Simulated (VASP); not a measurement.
Bi2Te2Se under changes of volume

One of the cells (34.933 Å³/atom); the others are scaled copies at fixed shape and fractional positions:

```
CELL_PARAMETERS angstrom
2.17528 1.25590 10.65568
-2.17528 1.25590 10.65568
0.00000 -2.51180 10.65568
ATOMIC_POSITIONS crystal
Bi 0.39172 0.39172 0.39172
Bi 0.60828 0.60828 0.60828
Te 0.78040 0.78040 0.78040
Te 0.21960 0.21960 0.21960
Se 0.00000 0.00000 0.00000
```

The cell is a database's computed one.

- Program: VASP 6.6.1
- Functional: PBEsol
- Potentials or basis: VASP PAW PBE potentials, release 64 (Bi_d, Te, Se)
- Cutoff: 520 eV
- k mesh: 7 × 7 × 7
- Occupations: fermi-dirac, width 0.05 eV
- Spin: no spin polarisation

| volume (Å³/atom) | energy over the lowest point (meV/atom) | pressure (GPa) | gap on the mesh (eV) | largest force (eV/Å) |
| --- | --- | --- | --- | --- |
| 32.193 | 6.02 | 1.9 | 0.36 | 0.534 |
| 32.878 | 0.52 | 0.6 | 0.37 | 0.338 |
| 33.563 | 0.00 | -0.5 | 0.38 | 0.157 |
| 34.933 | ? | ? | ? | ? |
| 35.618 | 23.31 | -3.1 | 0.42 | 0.312 |
| 36.303 | 37.92 | -3.8 | 0.43 | 0.447 |

Q: What does the run at 34.933 Å³/atom give?

A: Energy over the lowest point 11.85 meV/atom; pressure -2.3 GPa; gap on the mesh 0.41 eV; largest force 0.166 eV/Å.

Worked out: A Birch-Murnaghan fit of order 3 (a polynomial in V^(-2/3)) to the other rows has its minimum at 33.29 Å³/atom with B0 = V·E''(V) = 53 GPa and B' = 4.6 at fixed shape and positions, which overstates the stiffness. It gives 11.85 meV/atom at 34.933 Å³/atom, against the run's 11.85, and -dE/dV = -2.3 GPa, against -2.3. A straight line through the other rows of the gap, of slope 0.601 eV per unit of ln V (its deformation potential), gives 0.41 eV, against the run's 0.41.

Energies are extrapolated to zero smearing.

Caveats: the PAW data sets were made with another functional, which shifts forces and pressure a little; spin-orbit coupling is left out, which as a rule narrows the gap of such compounds by several tenths of an eV; an odd mesh through Γ misses points on the zone boundary, where band edges often lie.
